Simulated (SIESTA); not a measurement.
The system is MgSe.

```
Se Mg
1.0
     0.00000    2.72550    2.72550
     2.72550    0.00000    2.72550
     2.72550    2.72550    0.00000
Se Mg
1 1
Cartesian
  2.7255 2.7255 2.7255
  0.0000 0.0000 0.0000
```

Base run:

- Program: SIESTA 5.4.2
- Functional: PBE
- Potentials or basis: PseudoDojo 0.4 standard (PBE files)
- Basis: DZP (energy shift 0.003 Ry; two zetas on semicore shells)
- Grid cutoff: 800 Ry
- Energy shift: 0.003 Ry
- k mesh: 8 × 8 × 8
- Occupations: fermi-dirac, width 0.05 eV
- Spin: no spin polarisation

Its results: band gap on the k mesh 1.92 eV, indirect (least direct gap 2.66 eV); pressure 4.1 GPa.

Q: After a change of settings the same cell gave: band gap on the k mesh 1.76 eV, indirect (least direct gap 2.47 eV); pressure 0.1 GPa. Which change was it?
A. functional from PBE to revPBE
B. functional from PBE to vdW-DF-cx
C. functional from PBE to PBEsol; potentials or basis from PseudoDojo 0.4 standard (PBE files) to PseudoDojo 0.4 standard (PBEsol files)
D. functional from PBE to LDA; potentials or basis from PseudoDojo 0.4 standard (PBE files) to PseudoDojo 0.4 standard (LDA files)

A: D.

Caveats: the basis of atomic orbitals isn't converged, which shifts pressures, moduli and gaps.

Not every run made on this cell is shown here.
